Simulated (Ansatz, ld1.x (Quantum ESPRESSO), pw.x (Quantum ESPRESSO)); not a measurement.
**Equation-of-state test of one PAW potential (caesium (Cs))**

```json
{
 "Element": "Cs (Z = 55)",
 "Generator": "ld1.x (Quantum ESPRESSO) 7.5",
 "Type": "PAW",
 "Functional": "PBE",
 "Relativity": "scalar-relativistic",
 "Frozen core": "[Kr] 4d10",
 "Valence charge": "9",
 "Reference configuration": "5s2 5p6 5d0 6s1 6p0",
 "Partial waves": "5s (bound): rcut 2.25, rcutus 2.80 bohr; 6s (bound): rcut 2.25, rcutus 2.80 bohr; 5p (bound): rcut 2.90, rcutus 3.60 bohr; 6p (bound, empty): rcut 2.90, rcutus 3.60 bohr; 5d (bound, empty): rcut 3.00, rcutus 4.00 bohr; 5d channel at 5.2 Ry: rcut 3.00, rcutus 4.00 bohr",
 "Local potential": "all-electron potential smoothed inside 3.00 bohr (lloc = -2)",
 "Core correction": "Bessel-smoothed model core, default radius (core density twice the valence density)",
 "Augmentation charge": "BESSEL, radius 2.25 bohr"
}
```

Crystal test: sc Cs in pw.x 7.5, no spin, 8³ k-points, Fermi–Dirac smearing 0.01 Ry, cutoffs 40/320 Ry. The reference is all-electron LAPW (Ansatz 0.2.0) with the same functional, mesh and smearing; V0 and B0 come from Birch–Murnaghan fits to the pressures at five volumes. Errors are pseudo minus all-electron; Δ is the rms difference of the E(V) curves that follow from these fits, minima aligned, over ±6 % about the mean V0. Mesh and smearing are coarse, so the numbers serve the comparison and aren't converged zero-temperature values; the lattice is a test structure that the element need not adopt.

```csv
V (Å³/atom),P all-electron (GPa),P pseudo (GPa)
121.191,0.08,0.06
124.380,0.04,0.02
127.569,-0.00,-0.02
130.758,-0.03,-0.05
133.947,-0.06,-0.08
```

All-electron: a0 = 5.034 Å (V0 = 127.56 Å³/atom), B0 = 1.4 GPa.

Pseudopotential: mean pressure error (GPa): -0.02; a0 (Å): 5.015; a0 error (%): -0.38; B0 error (%): -0.6; Δ (meV/atom): 0.5. Atomic configuration tests: test run stopped at test 4 of 7 (negative rho).

**Question.** At the middle volume, how do free energy and pressure move when the wave cutoff is lowered (ecutrho held at 320 Ry)?

**Answer.**

```
cutoff (Ry)  shift of F (meV/atom)  shift of P (GPa)
         18                   +1.0             -0.00
         24                   +0.2             -0.00
         32                   +0.1             -0.00
```

The run at the middle volume (35 k-points, 17 iterations) took about 40 s on one core of a shared host (Neoverse-V2, 96 threads, 742 GiB, load 28).
